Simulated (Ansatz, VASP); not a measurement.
**Pb in VASP and in Ansatz**

```
Pb
1.0
     3.20075    0.00000    0.00000
     0.00000    3.20075    0.00000
     0.00000    0.00000    3.20075
Pb
1
Cartesian
  0.0000 0.0000 0.0000
```

Change from the starting cell: volume scaled by 0.95, PAW files.

Alike in both runs: task electric field gradients; functional PBE; k mesh 11 × 11 × 11; occupations fermi-dirac, width 0.08 eV; no spin polarisation.

```csv
,VASP,Ansatz
version,VASP 6.6.1,Ansatz 0.2.0
potentials or method,"VASP PAW PBE potentials, release 64 (Pb_d)","PAW with Ansatz's default frozen-core files, scalar-relativistic"
plane-wave cutoff (eV),520,420
valence electrons in the cell,14,14
```

```csv
,VASP,Ansatz,Ansatz less VASP
pressure (GPa),2.0,2.0,+0.05
Vzz of the field gradient on the site that differs most (V/Å²),0.0,0.0,0.00
```

Ansatz warned: «gradients_without_spin_orbit».

Spin-orbit coupling is left out, which matters for the levels of Pb.
